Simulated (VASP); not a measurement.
# GaP (F-43m) in VASP: notebook, part 2 of 3

VASP 6.6.1.

## (3) Optical spectrum, PBE

The input, INCAR:

```
SYSTEM = GaP
  PREC = Accurate
  ENCUT = 520
  EDIFF = 1E-7
  ISMEAR = 0
  SIGMA = 0.02
  LREAL = .False.
  LASPH = .True.
  NELM = 60
  ALGO = Normal
  ISIF = 2
  LWAVE = .False.
  LCHARG = .False.
  GGA = PE
  LOPTICS = .True.
  NBANDS = 41
  NEDOS = 2000
  CSHIFT = 0.1
```

The input, KPOINTS:

```
regular mesh
0
Gamma
  14 14 14
  0 0 0
```

The input, POSCAR:

```
GaP                                     
1.0
    0.0000000000      2.7528365043      2.7528365043
    2.7528365043      0.0000000000      2.7528365043
    2.7528365043      2.7528365043      0.0000000000
  Ga              P             
     1     1
Direct
     0.0000000000000000    0.0000000000000000    0.0000000000000000
     0.2500000000000000    0.2500000000000000    0.2500000000000000
```

Potentials or basis: VASP PAW PBE potentials, release 64 (Ga_d, P).

On the command line:

```bash
$ cat potpaw_PBE.64/Ga_d/POTCAR potpaw_PBE.64/P/POTCAR > POTCAR
$ mpirun -np 1 vasp_std > vasp.out
```

OUTCAR:

```text
SYSTEM = GaP
   PREC = Accurate
   ENCUT = 520
   EDIFF = 1E-7
   ISMEAR = 0
   LREAL = .False.
   LASPH = .True.
   NELM = 60
   ISIF = 2
   GGA = PE

 ion  position               nearest neighbor table
   1  0.000  0.000  0.000-   2 2.38   2 2.38   2 2.38   2 2.38
   2  0.250  0.250  0.250-   1 2.38   1 2.38   1 2.38   1 2.38

  LATTYP: Found a face centered cubic cell.
 ALAT       =     5.5056730086

  Lattice vectors:

 A1 = (   0.0000000000,   2.7528365043,   2.7528365043)
 A2 = (   2.7528365043,   0.0000000000,   2.7528365043)
 A3 = (   2.7528365043,   2.7528365043,   0.0000000000)

Analysis of symmetry for initial positions (statically):
=====================================================================
 Subroutine PRICEL returns:
 Original cell was already a primitive cell.

 Routine SETGRP: Setting up the symmetry group for a
 face centered cubic supercell.

 Subroutine GETGRP returns: Found 24 space group operations
 (whereof 24 operations were pure point group operations)
 out of a pool of 48 trial point group operations.

The static configuration has the point symmetry T_d .

Analysis of symmetry for dynamics (positions and initial velocities):
=====================================================================
 Subroutine PRICEL returns:
 Original cell was already a primitive cell.

 Routine SETGRP: Setting up the symmetry group for a
 face centered cubic supercell.

 Subroutine GETGRP returns: Found 24 space group operations
 (whereof 24 operations were pure point group operations)
 out of a pool of 48 trial point group operations.

The dynamic configuration has the point symmetry T_d .

 Subroutine INISYM returns: Found 24 space group operations
 (whereof 24 operations are pure point group operations),
 and found     1 'primitive' translations

----------------------------------------------------------------------------------------

                                     Primitive cell

  volume of cell :      41.7226

  direct lattice vectors                    reciprocal lattice vectors
     0.000000000  2.752836504  2.752836504    -0.181630838  0.181630838  0.181630838
     2.752836504  0.000000000  2.752836504     0.181630838 -0.181630838  0.181630838
     2.752836504  2.752836504  0.000000000     0.181630838  0.181630838 -0.181630838

  length of vectors
     3.893098719  3.893098719  3.893098719     0.314593839  0.314593839  0.314593839

[... 126 lines left out ...]
  free energy    TOTEN  =        -9.12805578 eV

  energy without entropy =       -9.12805578  energy(sigma->0) =       -9.12805578

 E-fermi :   4.4458     XC(G=0):  -9.6965

 val. band max:        4.3474158547   @ k =   0.0000   0.0000   0.0000
 cond. band min:       5.9252261256   @ k =   0.0000   0.0000   0.0000
 fundamental gap:      1.5778102710
 Fermi energy:         4.4458150296

 k-point     1 :       0.0000    0.0000    0.0000
  band No.  band energies     occupation
      1     -10.1541      2.00000
      2     -10.1541      2.00000
      3     -10.1541      2.00000
      4     -10.0633      2.00000
      5     -10.0633      2.00000
      6      -7.9209      2.00000
[... 565 lines left out ...]
     20      22.2446      0.00000
     21      22.3874      0.00000

 [... further k-points ...]

 [bands above 21 left out]

------------------------ aborting loop because EDIFF is reached ----------------------------------------

  FORCE on cell =-STRESS in cart. coord.  units (eV):
  Direction    XX          YY          ZZ          XY          YZ          ZX
  --------------------------------------------------------------------------------------
  -------------------------------------------------------------------------------------
  Total        0.0031660      0.0031660      0.0031660      0.0000000      0.0000000     -0.0000000
  in kB        0.1215760      0.1215760      0.1215760      0.0000000      0.0000000     -0.0000000
  external PRESSURE =       0.1215760 kB  Pullay stress =       0.0000000 kB

 VOLUME and BASIS-vectors are now :
 -----------------------------------------------------------------------------
  energy-cutoff  :      520.00
  volume of cell :       41.72
      direct lattice vectors                 reciprocal lattice vectors
     0.000000000  2.752836504  2.752836504    -0.181630838  0.181630838  0.181630838
     2.752836504  0.000000000  2.752836504     0.181630838 -0.181630838  0.181630838
     2.752836504  2.752836504  0.000000000     0.181630838  0.181630838 -0.181630838

 POSITION                                       TOTAL-FORCE (eV/Angst)
 -----------------------------------------------------------------------------------
      0.00000      0.00000      0.00000        -0.000000     -0.000000     -0.000000
      1.37642      1.37642      1.37642         0.000000      0.000000      0.000000
 -----------------------------------------------------------------------------------
    total drift:                                0.000002      0.000002      0.000002

  FREE ENERGIE OF THE ION-ELECTRON SYSTEM (eV)
  ---------------------------------------------------
  free  energy   TOTEN  =        -9.1280557836 eV

  energy  without entropy=       -9.1280557836  energy(sigma->0) =       -9.12805578

 electrical conductivity sigma (Mega S m-1) (frequency dependency in vasprun.xml)
  --------------------------------------------------------------------------------------
       0.000       0.000       0.000
       0.000       0.000       0.000
       0.000       0.000       0.000

  frequency dependent IMAGINARY DIELECTRIC FUNCTION (independent particle, no local field effects) density-density
     E(ev)      X         Y         Z        XY        YZ        ZX
  --------------------------------------------------------------------------------------------------------------
     0.00000     0.00000     0.00000     0.00000     0.00000     0.00000     0.00000
     0.69429     0.10943     0.10943     0.10943    -0.00000     0.00000    -0.00000
     1.38857     0.45126     0.45126     0.45126    -0.00000     0.00000    -0.00000
     2.08286     2.80635     2.80635     2.80635    -0.00000     0.00000    -0.00000
     2.77715     9.05962     9.05962     9.05962    -0.00000     0.00000     0.00000
     3.47143    10.76753    10.76753    10.76753    -0.00000    -0.00000     0.00000
[... 92 lines left out ...]
    68.04010     0.00027     0.00027     0.00027    -0.00000     0.00000    -0.00000
    68.73439     0.00026     0.00026     0.00026    -0.00000     0.00000    -0.00000

  frequency dependent      REAL DIELECTRIC FUNCTION (independent particle, no local field effects) density-density
     E(ev)        X           Y           Z          XY          YZ          ZX
  --------------------------------------------------------------------------------------------------------------
     0.00000    11.18265    11.18265    11.18265    -0.00000     0.00000    -0.00000
     0.69429    11.53899    11.53899    11.53899    -0.00000     0.00000    -0.00000
     1.38857    12.99939    12.99939    12.99939    -0.00000    -0.00000    -0.00000
     2.08286    15.85683    15.85683    15.85683    -0.00000    -0.00000    -0.00000
     2.77715    15.45279    15.45279    15.45279    -0.00000    -0.00000     0.00000
     3.47143    13.21265    13.21265    13.21265     0.00000     0.00000    -0.00000
[... 92 lines left out ...]
    68.04010     0.92499     0.92499     0.92499    -0.00000    -0.00000     0.00000
    68.73439     0.92685     0.92685     0.92685    -0.00000    -0.00000     0.00000

  frequency dependent IMAGINARY DIELECTRIC FUNCTION (independent particle, no local field effects) current-current
     E(ev)      X         Y         Z        XY        YZ        ZX
  --------------------------------------------------------------------------------------------------------------
     0.00000    58.64082    58.64082    58.64082    -0.00000     0.00000    -0.00000
     0.69429     3.14346     3.14346     3.14346    -0.00000     0.00000    -0.00000
     1.38857     2.17827     2.17827     2.17827    -0.00000     0.00000    -0.00000
     2.08286     4.22859     4.22859     4.22859    -0.00000    -0.00000    -0.00000
     2.77715    10.08908    10.08908    10.08908     0.00000     0.00000    -0.00000
     3.47143    11.46198    11.46198    11.46198    -0.00000     0.00000    -0.00000
[... 92 lines left out ...]
    68.04010     0.00005     0.00005     0.00005    -0.00000     0.00000     0.00000
    68.73439     0.00005     0.00005     0.00005    -0.00000     0.00000     0.00000

  frequency dependent      REAL DIELECTRIC FUNCTION (independent particle, no local field effects) current-current
     E(ev)        X           Y           Z          XY          YZ          ZX
  --------------------------------------------------------------------------------------------------------------
     0.00000    11.14946    11.14946    11.14946     0.00000     0.00000     0.00000
     0.69429    11.50126    11.50126    11.50126     0.00000     0.00000     0.00000
     1.38857    12.92689    12.92689    12.92689     0.00000     0.00000     0.00000
     2.08286    15.57390    15.57390    15.57390     0.00000     0.00000     0.00000
     2.77715    14.79772    14.79772    14.79772     0.00000     0.00000     0.00000
     3.47143    12.59512    12.59512    12.59512     0.00000     0.00000    -0.00000
[... 92 lines left out ...]
    68.04010     0.92501     0.92501     0.92501    -0.00000    -0.00000     0.00000
    68.73439     0.92687     0.92687     0.92687    -0.00000    -0.00000     0.00000
```

Run time: 1.9 min. Hardware: 1 thread of Intel Xeon Platinum 8488C (Sapphire Rapids), shared host; peak memory 0.35 GiB.

What came out:

```
Free energy            : -9.1281 eV
Pressure               : 0.0 GPa
Band gap on the k mesh : 1.58 eV, direct
```

Dielectric function (mean over the directions given):
```
energy (eV)  real part  imaginary part
       0.28      11.24            0.04
       0.76      11.62            0.12
       1.25      12.54            0.30
       1.74      13.73            0.77
       2.29      16.89            2.27
       2.78      15.45            9.06
       3.26      14.64           12.04
       3.75      14.91           14.82
       4.30      11.25           25.64
       4.79      -1.63           19.83
       5.28      -5.29           10.53
       5.83      -4.49            9.60
       6.32      -7.48            9.33
       6.80      -5.12            4.27
       7.29      -4.07            3.90
       7.85      -3.88            2.91
       8.33      -2.82            2.40
       8.82      -2.71            2.43
       9.37      -1.93            1.83
       9.86      -2.14            1.28
      10.34      -1.59            1.17
      10.83      -1.67            0.94
      11.39      -1.37            0.82
      11.87      -1.08            0.69
      12.36      -0.97            0.61
      12.91      -0.77            0.50
      13.40      -0.61            0.41
      13.89      -0.44            0.37
      14.37      -0.34            0.29
      14.93      -0.26            0.23
      15.41      -0.13            0.22
      15.90      -0.01            0.23
      16.45       0.07            0.21
      16.94       0.15            0.28
      17.43       0.14            0.24
      17.91       0.21            0.18
      18.47       0.28            0.21
      18.95       0.29            0.28
      19.44       0.31            0.20
      20.00       0.33            0.20
```

Caveat: independent-particle spectra lack excitons.

(Continued in part 3 of 3.)
